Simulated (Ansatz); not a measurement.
# MgSi (P4/mmm) in Ansatz: a series of runs

Runs on MgSi. Level: LDA. Tasks: single point, equation of state.

Program: Ansatz 0.2.0. These are calculated values, not measurements. Logs are shortened: lines on timing, memory, paths and dates and some standing lists are left out, and cuts for length are marked.

**1. Starting point**

The structure is tetragonal, space group P4/mmm (No. 123). The conventional cell has a = 2.908 Å, b = 2.908 Å, c = 4.103 Å, α = 90.00°, β = 90.00°, γ = 90.00°. Around Si (site symmetry 4/mmm) lie 8 Mg at 2.90 Å and 4 Si at 2.91 Å. Mg (site symmetry 4/mmm) is surrounded by 8 Si at 2.90 Å and 4 Mg at 2.91 Å.

The cell comes from a database or a generator and needn't be the stable form of this composition.

**2. Single point, LDA, 16.31 Å³/atom (volume scaled by 0.94)**

Contents of input.yaml:

```yaml
crystal:
  lattice:
    - [2.8490223611, 0.0, 0.0]
    - [0.0, 2.8490223611, 0.0]
    - [0.0, 0.0, 4.0196600873]
  atoms:
    - { symbol: Si, position: [0.5, 0.5, 0.5] }
    - { symbol: Mg, position: [0.0, 0.0, 0.0] }
hamiltonian:
  xc: lda
  pseudopotentials: { kind: paw }
kpoints:
  mp_grid: { grid: [9, 9, 7] }
scf:
  occupations: { method: fermi_dirac, width: 0.05 }
output:
  forces: true
  stress: true
  eigenvalues: true
```

Potentials or basis: Ansatz PAW.

Command:

```
$ ansatz run input.yaml --threads 2 --pin off --max-ram 5632MiB --backend cpu --events-out ev --progress --plain --runs-dir out
```

What it wrote:

```text
Warning: RAYON_NUM_THREADS=2 ignored (pool sized by the plan → 2); use --threads N
Engine: ansatz 0.2.0, aarch64-unknown-linux-gnu
Pseudopotentials: kind: paw
Pseudopotential: Si, paw, valence charge 4, recommended cutoff 420 eV (normal), Si.paw.azcp
Pseudopotential: Mg, paw, valence charge 10, recommended cutoff 420 eV (normal), Mg.paw.azcp
Functional definition: SPW92
  exchange = slater_x
  correlation = pw_c
Crystal: 2 atoms, lattice volume = 32.627 Å³
Basis set: ecut = 420 eV, 657 PW (Γ)
Bands: 11, of which v1, the nominal top of the filled ones, is band 7 counted from 1 (6 counted from 0)
Symmetry: 16 space group operations
Space group: P4/mmm (ITA 123), of the structure as read, at distance tolerance 3.2e-5 Å
k-points: 60 of 567
Non-local potential: Si, projectors of the file, l = 0: 2, l = 1: 2, l = 2: 2
Non-local potential: Mg, projectors of the file, l = 0: 3, l = 1: 2, l = 2: 1
PAW form: soft (Blöchl's): semilocal exchange-correlation on the pseudo side does not see the compensation charge
PAW frozen core: Si, regenerated for the run's functional, and the local potential with it (the file was generated under x = pbe(κ = 0.804, μ = 0.2195149727645171), c = pbe(β = 0.06672455060314922))
PAW frozen core: Mg, regenerated for the run's functional, and the local potential with it (the file was generated under x = pbe(κ = 0.804, μ = 0.2195149727645171), c = pbe(β = 0.06672455060314922))
PAW one-centre angular grid: Si, 110 points (default); XC on 64 Gauss nodes
PAW one-centre angular grid: Mg, 110 points (default); XC on 64 Gauss nodes
Initial density: superposition of atomic densities (neutral atoms: chi_scale 0, normalization atom), corrected by the library's trained network
Initial wavefunctions: pseudopotential atomic-orbital guess
Functional: x = slater, c = lda
SCF iter   1: F=—  HF=-2510.122415 eV  |F-HF|=—  |Δ(HF+E_count)|=         —  Δρ=6.57e-3  dr2=6.64e-3  ethr=1.77e-3  ⟨swp⟩=5.2  Hψ=4172  notcnv=0
preconditioner: auto → none  [metal: Δε(μ)=0.043 eV  Ē_g=9.288 eV  σ=0.050 eV  W_gap=0.21  n_scr=6 (ndim 8)  ℏωp=15.9 eV  f_vac=0.000  D(μ)=0.87/eV (n_scr^D=2)  sad-step TF]
SCF iter   2: F=—  HF=-2510.118326 eV  |F-HF|=—  |Δ(HF+E_count)|=   4.09e-3  Δρ=3.32e-3  dr2=2.41e-3  ethr=4.74e-5  ⟨swp⟩=2.6  Hψ=1625  notcnv=0  defer=2
SCF iter   3: F=—  HF=-2510.117597 eV  |F-HF|=—  |Δ(HF+E_count)|=   7.29e-4  Δρ=7.07e-4  dr2=2.30e-4  ethr=1.72e-5  ⟨swp⟩=2.1  Hψ=1062  notcnv=0  defer=2
SCF iter   4: F=—  HF=-2510.117533 eV  |F-HF|=—  |Δ(HF+E_count)|=   6.37e-5  Δρ=1.79e-4  dr2=2.78e-5  ethr=1.64e-6  ⟨swp⟩=2.0  Hψ=790  notcnv=0  defer=2
SCF iter   5: F=—  HF=-2510.117527 eV  |F-HF|=—  |Δ(HF+E_count)|=   5.64e-6  Δρ=4.15e-5  dr2=6.23e-7  ethr=1.99e-7  ⟨swp⟩=1.8  Hψ=751  notcnv=0  defer=2
SCF iter   6: F=-2510.117527 eV  HF=-2510.117527 eV  |F-HF|=1.22e-9  |Δ(HF+E_count)|=   4.00e-8  Δρ=8.45e-6  dr2=1.51e-8  ethr=7.14e-10  ⟨swp⟩=6.0  Hψ=2950  notcnv=0
SCF 1 converged in 6 iterations: F = -2510.117527 eV  dr2 = 1.51e-8
SCF converged after 6 iterations
Free energy (F): -2510.117527 eV
Harris-Foulkes:  -2510.117527 eV  (|F-HF|=1.22e-9)
Internal energy: -2510.110360 eV  (E = F + TS)
E sigma→0 (E₀):  -2510.113943 eV
Entropy (-TS):   -0.007168 eV (-3.584 meV/atom)
Fermi energy:    8.754448 eV
--- Per-component energies (eV) ---
  E_band       = -312.410514
  E_kinetic    = 117.485201
  E_local      = -1630.228161  (includes V_loc(G=0)·N_el)
  E_nonlocal   = 123.164867
  E_hartree    = 596.875433
  E_xc         = -84.682997
  E_vxc        = -85.947689  (∫ρ·V_xc dr)
  E_paw        = -756.702857  (= ΣΔE_a)
  E_vpaw       = -30.635840  (= ΣTr[D̂ρ^β])
  E_aug_tail   = -0.000001  (compensation charges beyond the density's cutoff)
  E_ewald      = -876.256653
  E_core_change = 0.234810  (= ΣΔE_core)
  E_smearing   = -0.007168  (= −TS)
  E_closure    = -0.000000  (closes the sum)
  Σ components = -2510.117527   (vs F -2510.117527, Δ=0.00e0)
--- Forces (eV/Å), atoms counted from 1 ---
  atom   1  Si     0.00000000     0.00000000     0.00000000
  atom   2  Mg    -0.00000000    -0.00000000     0.00000000
  max |Σ_I F_I| component: 3.08e-32 eV/Å
--- Stress (GPa, compression-positive) ---
        2.816787       0.000000       0.000000
        0.000000       2.816787       0.000000
        0.000000       0.000000      -3.546094
  P = ⅓ Tr σ = 0.6958 GPa (6.958 kbar)
--- Band table (eV; the first three rows and the last of 60) ---
  k-point 0: bands = ["-66.5775", "-33.9929", "-33.9861", "-33.9861", "-2.7593", "5.9206", "7.8560", "13.4469", "13.4469", "14.3324", "17.6431"]
  k-point 1: bands = ["-66.5775", "-33.9932", "-33.9861", "-33.9861", "-2.6111", "4.4756", "9.6508", "13.5276", "13.5276", "14.4982", "17.7867"]
  k-point 2: bands = ["-66.5775", "-33.9938", "-33.9861", "-33.9861", "-2.2064", "2.7621", "12.4438", "13.7304", "13.7304", "14.9724", "18.1679"]
  k-point 59: bands = ["-66.5676", "-34.0381", "-34.0380", "-33.9817", "4.5729", "6.5019", "7.1035", "7.7219", "10.2905", "10.5914", "10.6310"]
```

It took 0.64 s on 2 threads of Arm Neoverse V2, shared host; peak memory 0.27 GiB.

Results:

```yaml
Free_energy: -2510.1175 eV
Pressure: 0.7 GPa
Band_gap_on_the_k_mesh: none (metal or under the smearing width)
```

Caveat: the PAW data sets come from PBE, with cores solved anew for the run's functional, which leaves a small shift of forces and pressure.

**3. Single point, LDA, 16.66 Å³/atom (volume scaled by 0.96)**

input.yaml: that of step 2 with these lines changed.

```diff
@@ -2,5 +2,5 @@
   lattice:
-    - [2.8490223611, 0.0, 0.0]
-    - [0.0, 2.8490223611, 0.0]
-    - [0.0, 0.0, 4.0196600873]
+    - [2.8690865599, 0.0, 0.0]
+    - [0.0, 2.8690865599, 0.0]
+    - [0.0, 0.0, 4.0479684854]
   atoms:
@@ -19 +19,5 @@
   eigenvalues: true
+  write_density: true
+  write_potential: true
+  elf: true
+  volumetric_format: npy
```

Potentials or basis: Ansatz PAW.

Command:

```
$ ansatz run input.yaml --threads 2 --pin off --max-ram 5632MiB --backend cpu --events-out ev --progress --plain --runs-dir out
```

Wall time 0.93 s (2 threads of Arm Neoverse V2, shared host); peak memory 0.28 GiB.

The run converged. Its results:

```yaml
Free_energy: -2510.1174 eV
Pressure: -0.7 GPa
Band_gap_on_the_k_mesh: none (metal or under the smearing width)
```

Caveat: the PAW data sets come from PBE, with cores solved anew for the run's functional, which leaves a small shift of forces and pressure.

**4. Single point, LDA, 17.01 Å³/atom (volume scaled by 0.98)**

Contents of input.yaml:

```yaml
crystal:
  lattice:
    - [2.888873989, 0.0, 0.0]
    - [0.0, 2.888873989, 0.0]
    - [0.0, 0.0, 4.0758863917]
  atoms:
    - { symbol: Si, position: [0.5, 0.5, 0.5] }
    - { symbol: Mg, position: [0.0, 0.0, 0.0] }
hamiltonian:
  xc: lda
  pseudopotentials: { kind: paw }
kpoints:
  mp_grid: { grid: [9, 9, 7] }
scf:
  occupations: { method: fermi_dirac, width: 0.05 }
output:
  forces: true
  stress: true
  eigenvalues: true
```

Command:

```
$ ansatz run input.yaml --threads 2 --pin off --max-ram 5632MiB --backend cpu --events-out ev --progress --plain --runs-dir out
```

It took 0.65 s on 2 threads of Arm Neoverse V2, shared host; peak memory 0.27 GiB.

It converged, with:

- Free energy: -2510.1113 eV
- Pressure: -2.0 GPa
- Band gap on the k mesh: none (metal or under the smearing width)

Caveat: the PAW data sets come from PBE, with cores solved anew for the run's functional, which leaves a small shift of forces and pressure.

**5. Single point, LDA, 17.35 Å³/atom**

input.yaml: that of step 4 with these lines changed.

```diff
@@ -2,5 +2,5 @@
   lattice:
-    - [2.888873989, 0.0, 0.0]
-    - [0.0, 2.888873989, 0.0]
-    - [0.0, 0.0, 4.0758863917]
+    - [2.908394, 0.0, 0.0]
+    - [0.0, 2.908394, 0.0]
+    - [0.0, 0.0, 4.103427]
   atoms:
```

Command:

```
$ ansatz run input.yaml --threads 2 --pin off --max-ram 5632MiB --backend cpu --events-out ev --progress --plain --runs-dir out
```

Run time: 0.66 s. Hardware: 2 threads of Arm Neoverse V2, shared host; peak memory 0.27 GiB.

It converged, with:

```
Free energy            : -2510.0998 eV
Pressure               : -3.2 GPa
Band gap on the k mesh : none (metal or under the smearing width)
```

Caveat: the PAW data sets come from PBE, with cores solved anew for the run's functional, which leaves a small shift of forces and pressure.

**6. Single point, LDA, 17.70 Å³/atom (volume scaled by 1.02)**

input.yaml: that of step 5 with these lines changed.

```diff
@@ -2,5 +2,5 @@
   lattice:
-    - [2.908394, 0.0, 0.0]
-    - [0.0, 2.908394, 0.0]
-    - [0.0, 0.0, 4.103427]
+    - [2.9276554487, 0.0, 0.0]
+    - [0.0, 2.9276554487, 0.0]
+    - [0.0, 0.0, 4.1306028052]
   atoms:
```

Potentials or basis: Ansatz PAW.

Command:

```
$ ansatz run input.yaml --threads 2 --pin off --max-ram 5632MiB --backend cpu --events-out ev --progress --plain --runs-dir out
```

Run time: 0.66 s. Hardware: 2 threads of Arm Neoverse V2, shared host; peak memory 0.28 GiB.

Results (log left out):

| Quantity | Value |
| --- | --- |
| Free energy | -2510.0836 eV |
| Pressure | -4.3 GPa |
| Band gap on the k mesh | none (metal or under the smearing width) |

Caveat: the PAW data sets come from PBE, with cores solved anew for the run's functional, which leaves a small shift of forces and pressure.

**7. Single point, LDA, 18.05 Å³/atom (volume scaled by 1.04)**

input.yaml: that of step 6 with these lines changed.

```diff
@@ -2,5 +2,5 @@
   lattice:
-    - [2.9276554487, 0.0, 0.0]
-    - [0.0, 2.9276554487, 0.0]
-    - [0.0, 0.0, 4.1306028052]
+    - [2.9466667311, 0.0, 0.0]
+    - [0.0, 2.9466667311, 0.0]
+    - [0.0, 0.0, 4.1574256529]
   atoms:
```

Command:

```
$ ansatz run input.yaml --threads 2 --pin off --max-ram 5632MiB --backend cpu --events-out ev --progress --plain --runs-dir out
```

Run time: 0.68 s. Hardware: 2 threads of Arm Neoverse V2, shared host; peak memory 0.28 GiB.

Results (log left out):

```
Free energy            : -2510.0630 eV
Pressure               : -5.2 GPa
Band gap on the k mesh : none (metal or under the smearing width)
```

Caveat: the PAW data sets come from PBE, with cores solved anew for the run's functional, which leaves a small shift of forces and pressure.

**8. Single point, LDA, 18.40 Å³/atom (volume scaled by 1.06)**

input.yaml: that of step 7 with these lines changed.

```diff
@@ -2,5 +2,5 @@
   lattice:
-    - [2.9466667311, 0.0, 0.0]
-    - [0.0, 2.9466667311, 0.0]
-    - [0.0, 0.0, 4.1574256529]
+    - [2.9654358151, 0.0, 0.0]
+    - [0.0, 2.9654358151, 0.0]
+    - [0.0, 0.0, 4.1839067851]
   atoms:
```

Command:

```
$ ansatz run input.yaml --threads 2 --pin off --max-ram 5632MiB --backend cpu --events-out ev --progress --plain --runs-dir out
```

It took 0.67 s on 2 threads of Arm Neoverse V2, shared host; peak memory 0.28 GiB.

The run converged. Its results:

```yaml
Free_energy: -2510.0387 eV
Pressure: -6.0 GPa
Band_gap_on_the_k_mesh: none (metal or under the smearing width)
```

Caveat: the PAW data sets come from PBE, with cores solved anew for the run's functional, which leaves a small shift of forces and pressure.

**9. Equation of state, LDA**

Potentials or basis: Ansatz PAW.

This step only gathers the single runs of the series.

Results:

```
Equilibrium volume                        : 16.48 Å³/atom
Bulk modulus at fixed shape and positions : 69 GPa
Pressure derivative of the bulk modulus   : 4.2
```

Energy against volume, from the lowest point:
```tsv
volume (Å³/atom)	energy (meV/atom)
16.314	0.00
16.661	0.08
17.008	3.12
17.355	8.84
17.702	16.97
18.049	27.24
18.396	39.44
```

Caveat: the cell was scaled at fixed shape and fractional positions, which overstates the stiffness of a crystal with free parameters, most of all of layers and chains.
